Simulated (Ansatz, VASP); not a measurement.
## Two plane-wave programs on C

Contents of INCAR:

```
SYSTEM = C
  ALGO = Normal
  EDIFF = 1E-6
  ENCUT = 520
  GGA = PE
  ISIF = 2
  ISMEAR = -1
  LASPH = .True.
  LCHARG = .False.
  LREAL = .False.
  LWAVE = .False.
  NBANDS = 11
  NELM = 60
  PREC = Accurate
  SIGMA = 0.02
```

The input KPOINTS:

```
k-points
0
Gamma
  12 12 12
  0 0 0
```

The input POSCAR:

```
C
1.0
    0.0000000000      1.8315697288      1.8315697288
    1.8315697288      0.0000000000      1.8315697288
    1.8315697288      1.8315697288      0.0000000000
C
2
Direct
    0.0000000000      0.0000000000      0.0000000000
    0.2500000000      0.2500000000      0.2500000000
```

Input for Ansatz:

```yaml
crystal:
  lattice:
    - [0.0, 1.8315697288, 1.8315697288]
    - [1.8315697288, 0.0, 1.8315697288]
    - [1.8315697288, 1.8315697288, 0.0]
  atoms:
    - { symbol: C, position: [0.0, 0.0, 0.0] }
    - { symbol: C, position: [0.25, 0.25, 0.25] }
kpoints:
  mp_grid: { grid: [12, 12, 12] }
  band_path:
    path:
      - [0.0, 0.0, 0.0]
      - [0.5, 0.0, 0.5]
      - [0.625, 0.25, 0.625]
      - [0.375, 0.375, 0.75]
      - [0.5, 0.5, 0.5]
      - [0.5, 0.25, 0.75]
      - [0.35, 0.0, 0.35]
    npoints: 1
hamiltonian:
  xc: pbe
scf:
  occupations: { method: fermi_dirac, width: 0.02 }
  n_extra_bands: 4
output:
  forces: true
  stress: true
  eigenvalues: true
```

Change from the starting cell: hydrostatic strain +2.9%.

Alike in both runs: task single point; functional PBE; k mesh 12 × 12 × 12; occupations fermi-dirac, width 0.02 eV; no spin polarisation.

|  | VASP | Ansatz |
| --- | --- | --- |
| version | VASP 6.6.1 | Ansatz 0.2.0 |
| potentials or method | VASP PAW PBE potentials, release 64 (C) | plane waves, PAW |
| plane-wave cutoff (eV) | 520 | 420 |
| valence electrons in the cell | 8 | 8 |

```tsv
	VASP	Ansatz	Ansatz less VASP
gap on the k mesh at the Fermi level (eV)	3.97	3.99	+0.011
pressure (GPa)	-28.1	-28.5	-0.38
```

Caveats: so large a pressure means that the cell lies far from this level's equilibrium, or that cutoff or potentials fall short (VASP).
